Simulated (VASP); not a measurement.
# TiTe2 (P-3m1) in VASP: notebook

One crystal, TiTe2, is run at these levels: PBE, PBEsol; tasks: relaxation of cell and atoms.

Everything below comes from runs of VASP 6.6.1. Logs are shortened: lines on timing, memory, paths and dates and some standing lists are left out, and cuts for length are marked.

## 1. The crystal as given

The structure is trigonal, space group P-3m1 (No. 164). Conventional cell: a = 3.777 Å, b = 3.777 Å, c = 6.498 Å, α = 90.00°, β = 90.00°, γ = 120.00°. Around Ti (site symmetry -3m) lie 6 Te at 2.77 Å. Te (site symmetry 3m) has 3 Ti at 2.77 Å as nearest neighbours.

## 2. Relaxation of cell and atoms, PBE

Contents of INCAR:

```
SYSTEM = TiTe2
  ALGO = Normal
  EDIFF = 1E-6
  EDIFFG = -0.01
  ENCUT = 300
  GGA = PE
  IBRION = 2
  ISIF = 3
  ISMEAR = 1
  LASPH = .TRUE.
  LCHARG = .FALSE.
  LREAL = .FALSE.
  LWAVE = .FALSE.
  NELM = 80
  NSW = 90
  PREC = Accurate
  SIGMA = 0.1
```

Contents of KPOINTS:

```
k-points
0
G
  6 6 3
  0 0 0
```

Contents of POSCAR:

```
TiTe2
1.0
    3.7770000000      0.0000000000      0.0000000000
   -1.8885000000      3.2709779501      0.0000000000
    0.0000000000      0.0000000000      6.4980000000
Ti Te
1 2
Direct
    0.0000000000      0.0000000000      0.0000000000
    0.6666666667      0.3333333333      0.2628000000
    0.3333333333      0.6666666667      0.7372000000
```

Potentials or basis: VASP PAW PBE potentials, release 64 (Ti, Te).

On the command line:

```bash
$ cat potpaw_PBE.64/Ti/POTCAR potpaw_PBE.64/Te/POTCAR > POTCAR
$ mpirun -np 1 vasp_std > vasp.out
```

OUTCAR:

```text
SYSTEM = TiTe2
   EDIFF = 1E-6
   EDIFFG = -0.01
   ENCUT = 300
   GGA = PE
   IBRION = 2
   ISIF = 3
   ISMEAR = 1
   LASPH = .TRUE.
   LREAL = .FALSE.
   NELM = 80
   NSW = 90
   PREC = Accurate

 ion  position               nearest neighbor table
   1  0.000  0.000  0.000-   2 2.77   3 2.77   2 2.77   3 2.77   2 2.77   3 2.77
   2  0.667  0.333  0.263-   1 2.77   1 2.77   1 2.77
   3  0.333  0.667  0.737-   1 2.77   1 2.77   1 2.77

  LATTYP: Found a hexagonal cell.
 ALAT       =     3.7770000000
 C/A-ratio  =     1.7204130262

  Lattice vectors:

 A1 = (   3.7770000000,   0.0000000000,   0.0000000000)
 A2 = (  -1.8885000000,   3.2709779501,   0.0000000000)
 A3 = (   0.0000000000,   0.0000000000,   6.4980000000)

Analysis of symmetry for initial positions (statically):
=====================================================================
 Subroutine PRICEL returns:
 Original cell was already a primitive cell.

 Routine SETGRP: Setting up the symmetry group for a
 hexagonal supercell.

 Subroutine GETGRP returns: Found 12 space group operations
 (whereof 12 operations were pure point group operations)
 out of a pool of 24 trial point group operations.

The static configuration has the point symmetry D_3d.

Analysis of symmetry for dynamics (positions and initial velocities):
=====================================================================
 Subroutine PRICEL returns:
 Original cell was already a primitive cell.

 Routine SETGRP: Setting up the symmetry group for a
 hexagonal supercell.

 Subroutine GETGRP returns: Found 12 space group operations
 (whereof 12 operations were pure point group operations)
 out of a pool of 24 trial point group operations.

The dynamic configuration has the point symmetry D_3d.

 Subroutine INISYM returns: Found 12 space group operations
 (whereof 12 operations are pure point group operations),
 and found     1 'primitive' translations

----------------------------------------------------------------------------------------

                                     Primitive cell

  volume of cell :      80.2794

  direct lattice vectors                    reciprocal lattice vectors
     3.777000000  0.000000000  0.000000000     0.264760392  0.152859484  0.000000000
    -1.888500000  3.270977950  0.000000000     0.000000000  0.305718967  0.000000000
     0.000000000  0.000000000  6.498000000     0.000000000  0.000000000  0.153893506

  length of vectors
     3.777000000  3.777000000  6.498000000     0.305718967  0.305718967  0.153893506

  position of ions in fractional coordinates (direct lattice)
     0.000000000  0.000000000  0.000000000
     0.666666667  0.333333333  0.262800000
     0.333333333  0.666666667  0.737200000

  ion indices of the primitive-cell ions
   primitive index   ion index
                 1           1
                 2           2
                 3           3

----------------------------------------------------------------------------------------

 KPOINTS: k-points

Automatic generation of k-mesh.
 Grid dimensions read from file:
 generate k-points for:    6    6    3

 Generating k-lattice:

  Cartesian coordinates                     Fractional coordinates (reciprocal lattice)
     0.044126732  0.025476581  0.000000000     0.166666667 -0.000000000  0.000000000
     0.000000000  0.050953161  0.000000000     0.000000000  0.166666667  0.000000000
     0.000000000  0.000000000  0.051297835     0.000000000  0.000000000  0.333333333

  Length of vectors
     0.050953161  0.050953161  0.051297835

  Shift w.r.t. Gamma in fractional coordinates (k-lattice)
     0.000000000  0.000000000  0.000000000

 Subroutine IBZKPT returns following result:
 ===========================================

 Found     17 irreducible k-points:

 Following reciprocal coordinates:
            Coordinates               Weight
  0.000000  0.000000  0.000000      1.000000
  0.166667  0.000000  0.000000      6.000000
  0.333333  0.000000  0.000000      6.000000
  0.500000  0.000000  0.000000      3.000000
  0.166667  0.166667  0.000000      6.000000
  0.333333  0.166667  0.000000     12.000000
[... 9 lines left out ...]
 -0.166667  0.500000  0.333333     12.000000
  0.333333  0.333333  0.333333      4.000000
   k-points           NKPTS =     17   k-points in BZ     NKDIM =     17   number of bands    NBANDS=     12
   number of dos      NEDOS =    301   number of ions     NIONS =      3
   total plane-waves  NPLWV =  23040
   dimension x,y,z NGX =    24 NGY =   24 NGZ =   40
   dimension x,y,z NGXF=    48 NGYF=   48 NGZF=   80
   ions per type =               1   2
   NGX,Y,Z   is equivalent  to a cutoff of  10.56, 10.56, 10.23 a.u.
   NGXF,Y,Z  is equivalent  to a cutoff of  21.13, 21.13, 20.47 a.u.
 SYSTEM =  TiTe2
   PREC   = accura    normal or accurate (medium, high low for compatibility)
   ISTART =      0    job   : 0-new  1-cont  2-samecut
   ICHARG =      2    charge: 1-file 2-atom 10-const
   ISPIN  =      1    spin polarized calculation?
   LNONCOLLINEAR =      F non collinear calculations
   LSORBIT =      F    spin-orbit coupling
   LASPH  =      T    aspherical Exc in radial PAW
   ENCUT  =  300.0 eV  22.05 Ry    4.70 a.u.   5.33  5.33  9.18*2*pi/ulx,y,z
   NELM   =     80;   NELMIN=  2; NELMDL= -5     # of ELM steps
   EDIFF  = 0.1E-05   stopping-criterion for ELM
   LREAL  =      F    real-space projection
   EDIFFG = -.1E-01   stopping-criterion for IOM
   NSW    =     90    number of steps for IOM
   IBRION =      2    ionic relax: 0-MD 1-quasi-New 2-CG
   NFREE  =      1    steps in history (QN), initial steepest desc. (CG)
   ISIF   =      3    stress and relaxation
   ISYM   =      2    0-nonsym 1-usesym 2-fastsym
   POTIM  = 0.5000    time-step for ionic-motion
   TEBEG  =    0.0;   TEEND  =   0.0 temperature during run
   PSTRESS=    0.0 pullay stress
   NELECT =      16.0000    total number of electrons
   NUPDOWN=      -1.0000    fix difference up-down
   EMIN   =  10.00;   EMAX   =-10.00  energy-range for DOS
   EFERMI =   0.00;   METHOD = LEGACY
   ISMEAR =     1;   SIGMA  =   0.10  broadening in eV -4-tet -1-fermi 0-gaus
   EFERMI_NEDOS =   21; number of points for ismear=-14 and -15
   IALGO  =     38    algorithm
   IMIX   =      4    mixing-type and parameters
     AMIX     =   0.40;   BMIX     =  1.00
     AMIX_MAG =   1.60;   BMIX_MAG =  1.00
  volume/ion in A,a.u.               =      26.76       180.58
  Fermi-wavevector in a.u.,A,eV,Ry     =   0.956269  1.807086 12.441852  0.914450
  Thomas-Fermi vector in A             =   2.085182
   LORBIT       =      0    0 simple, 1 ext, 2 COOP (PROOUT), +10 PAW based schemes
   GGA     = PE    functional components
   LHFCALC =     F    Hartree Fock is set to
   AEXX    =    0.0000 exact exchange contribution
   IVDW    =     0    specifies the selected vdW correction
   LEPSILON=     F    determine dielectric tensor
   LRPA    =     F    only Hartree local field effects (RPA)
 conjugate gradient relaxation of ions
 non-spin polarized calculation
 Methfessel and Paxton  Order N= 1 SIGMA  =   0.10
  energy-cutoff  :      300.00
  volume of cell :       80.28
 maximum number of plane-waves:       967
 NGX is ok and might be reduce to    24
   NGX = 11   NGY = 11   NGZ = 19

--------------------------------------- Ionic step        1  -------------------------------------------

 number of electron      16.0000004 magnetization

 Free energy of the ion-electron system (eV)
  ---------------------------------------------------
  ext. energy  EPLUGINS =         0.00000000
  ---------------------------------------------------
  free energy    TOTEN  =       -16.10100864 eV

  energy without entropy =      -16.10354781  energy(sigma->0) =      -16.10185503

------------------------ aborting loop because EDIFF is reached ----------------------------------------

  FORCE on cell =-STRESS in cart. coord.  units (eV):
  Direction    XX          YY          ZZ          XY          YZ          ZX
  --------------------------------------------------------------------------------------
  -------------------------------------------------------------------------------------
  Total        0.1298735      0.1298735      0.0864141      0.0000000     -0.0000000      0.0000000
  in kB        2.5919516      2.5919516      1.7246107      0.0000000     -0.0000000      0.0000000
  external PRESSURE =       2.3028380 kB  Pullay stress =       0.0000000 kB
[... 244 lines left out ...]
  energy  without entropy=      -16.1075197789  energy(sigma->0) =      -16.10597876

--------------------------------------- Ionic step        8  -------------------------------------------

 number of electron      15.9999998 magnetization

 Free energy of the ion-electron system (eV)
  ---------------------------------------------------
  ext. energy  EPLUGINS =         0.00000000
  ---------------------------------------------------
  free energy    TOTEN  =       -16.10579154 eV

  energy without entropy =      -16.10785699  energy(sigma->0) =      -16.10648002

 E-fermi :   5.4202     XC(G=0):  -9.6442

 val. band max:        5.3268629697   @ k =   0.3333   0.0000   0.3333
 cond. band min:       5.4405674629   @ k =   0.5000   0.0000   0.0000
 fundamental gap:      0.1137044932
 Fermi energy:         5.4201998292

 k-point     1 :       0.0000    0.0000    0.0000
  band No.  band energies     occupation
      1      -6.8949      2.00000
      2      -5.5094      2.00000
      3       0.3347      2.00000
      4       3.7297      2.00000
      5       3.7297      2.00000
      6       5.7705     -0.00001
      7       5.7856     -0.00000
      8       5.7856     -0.00000
      9       5.8352     -0.00000
     10       6.4590     -0.00000
     11       6.4590     -0.00000
     12       8.4946      0.00000
[... 268 lines left out ...]
  FREE ENERGIE OF THE ION-ELECTRON SYSTEM (eV)
  ---------------------------------------------------
  free  energy   TOTEN  =       -16.1057915400 eV

  energy  without entropy=      -16.1078569868  energy(sigma->0) =      -16.10648002

 reached required accuracy - stopping structural energy minimisation
```

Run time: 59 s. Hardware: 1 thread of Intel Xeon Platinum 8175M at 2.50GHz (Skylake/Cascade Lake), shared host; peak memory 0.16 GiB.

What came out:

| Item | Value |
| --- | --- |
| Free energy | -16.1058 eV |
| Relaxed volume | 27.35 Å³/atom |
| Relaxed cell | a = 3.789 Å, b = 3.789 Å, c = 6.601 Å, α = 90.00°, β = 90.00°, γ = 120.00° |
| Space group after relaxing (to 0.05 Å) | P-3m1 (No. 164) |
| Energy gained by relaxing | 1.6 meV/atom |
| Ionic steps | 8 |
| Pressure after relaxing | 0.0 GPa |
| Band gap on the k mesh | none (metal or under the smearing width) |

Step by step:
```
step  energy change (eV)  largest force (eV/Å)  pressure (GPa)  volume (Å³)
   1              0.0000                0.1040            0.23        80.28
   2             -0.0014                0.0981            0.05        80.73
   3             -0.0024                0.0891           -0.28        81.57
   4             -0.0032                0.0447           -0.12        81.56
   5             -0.0036                0.0030            0.06        81.56
   6             -0.0037                0.0171            0.11        81.55
   7             -0.0042                0.0122            0.09        81.70
   8             -0.0048                0.0011            0.03        82.05
```

Final structure:
```
Ti Te
1.0
     3.78865    0.00000    0.00000
    -1.89433    3.28107    0.00000
     0.00000    0.00000    6.60056
Ti Te
1 2
Direct
  0.00000 0.00000 0.00000
  0.66667 0.33333 0.25723
  0.33333 0.66667 0.74277
```

Caveat: this functional lacks dispersion, which binds the layers, so the pressure and a relaxed spacing across them are unreliable.

(Continued in part 2 of 2.)
